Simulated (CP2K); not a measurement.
Zr:

```
Zr
1.0
     3.23200    0.00000    0.00000
    -1.61600    2.79899    0.00000
     0.00000    0.00000    5.14700
Zr
2
Cartesian
  1.6160 0.9330 3.8603
  0.0000 1.8660 1.2868
```

Base run:

```yaml
Program: CP2K 2026.2
Functional: BLYP
Potentials_or_basis: POTENTIAL_UZH Zr GTH-PBE-q12; TZVP-MOLOPT-PBE-GTH basis
Density_cutoff: 9524 eV
k_mesh: 9 × 9 × 5
Occupations: fermi-dirac, width 0.05 eV
Spin: no spin polarisation
```

Its results: band gap on the k mesh none (metal or under the smearing width); pressure 4.2 GPa.

Question: After a change of settings the same cell gave: band gap on the k mesh none (metal or under the smearing width); pressure -4.9 GPa. Which change was it?
A. functional from BLYP to RPBE
B. functional from BLYP to PBEsol
C. functional from BLYP to LDA
D. functional from BLYP to PBE; density cutoff from 9524 eV to 6123 eV; cutoff of the grids from 700 Ry to 450 Ry

Answer: C.

LDA binds more tightly than BLYP, so the same cell stands under less pressure.

Caveats: the potentials were made for another functional, which shifts forces and pressure; the basis of atomic orbitals isn't converged, which shifts pressures, moduli and gaps.
